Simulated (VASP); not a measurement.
Wanted: the native input for a VASP 6.6.1 run.

| Property | Result |
| --- | --- |
| Task | band structure |
| Functional | PBE |
| Potentials or basis | VASP PAW PBE potentials, release 64 (Mo_sv, S) |
| Cutoff | 520 eV |
| k mesh | 12 × 12 × 3 |
| Occupations | gaussian, width 0.03 eV |
| Spin | no spin polarisation |
| Further INCAR settings | ALGO = Fast; EDIFF = 1e-06; NBANDS = 35 |

The structure of MoS2 lies in POSCAR:

```
MoS2                                    
1.0
    3.1848689021      0.0000000000      0.0000000000
   -1.5924344511      2.7581773723     -0.0000000000
   -0.0000000000      0.0000000000     14.5448526582
  Mo              S             
     2     4
Direct
     0.3333333300000021    0.6666666699999979    0.2500000000000000
     0.6666666699999979    0.3333333300000021    0.7500000000000000
     0.3333333300000021    0.6666666699999979    0.6426223852528928
     0.6666666699999979    0.3333333300000021    0.1426223852528928
     0.3333333300000021    0.6666666699999979    0.8573776147471072
     0.6666666699999979    0.3333333300000021    0.3573776147471072
```

One way to write it, as run:

INCAR

```
SYSTEM = MoS2
  ALGO = Fast
  EDIFF = 1E-6
  ENCUT = 520
  GGA = PE
  ICORELEVEL = 1
  ISIF = 2
  ISMEAR = 0
  KPAR = 2
  LASPH = .TRUE.
  LCHARG = .FALSE.
  LMAXMIX = 4
  LREAL = .FALSE.
  LWAVE = .FALSE.
  NBANDS = 35
  NELM = 80
  PREC = Accurate
  SIGMA = 0.03
```

KPOINTS

```
k-points
0
G
  12 12 3
  0 0 0
```

KPOINTS_OPT

```
explicit points
186
Reciprocal
 0.0000000000  0.0000000000  0.0000000000 1
 0.0263157895  0.0000000000  0.0000000000 1
 0.0526315789  0.0000000000  0.0000000000 1
 0.0789473684  0.0000000000  0.0000000000 1
 0.1052631579  0.0000000000  0.0000000000 1
 0.1315789474  0.0000000000  0.0000000000 1
[... 178 lines left out ...]
 0.5000000000  0.0000000000  0.5000000000 1
 0.5000000000  0.0000000000  0.0000000000 1
```

Potentials or basis: VASP PAW PBE potentials, release 64 (Mo_sv, S).

Run with:

```sh
$ cat potpaw_PBE.64/Mo_sv/POTCAR potpaw_PBE.64/S/POTCAR > POTCAR
$ mpirun -np 2 vasp_std > vasp.out
```

It gave:

```yaml
Pressure: 0.0 GPa
Largest_force: 0.004 eV/Å
Band_gap_on_the_k_mesh: 1.43 eV, indirect (least direct gap 1.66 eV)
Band_gap_along_the_path: 1.43 eV, indirect (least direct gap 1.66 eV)
```

Caveat: this functional lacks dispersion, which binds the layers, so the pressure and a relaxed spacing across them are unreliable.

Wall time 4 min on 2 MPI ranks on Intel(R) Xeon(R) Platinum 8488C (Sapphire Rapids), with other jobs on the host, peak memory 0.39 GiB a rank.
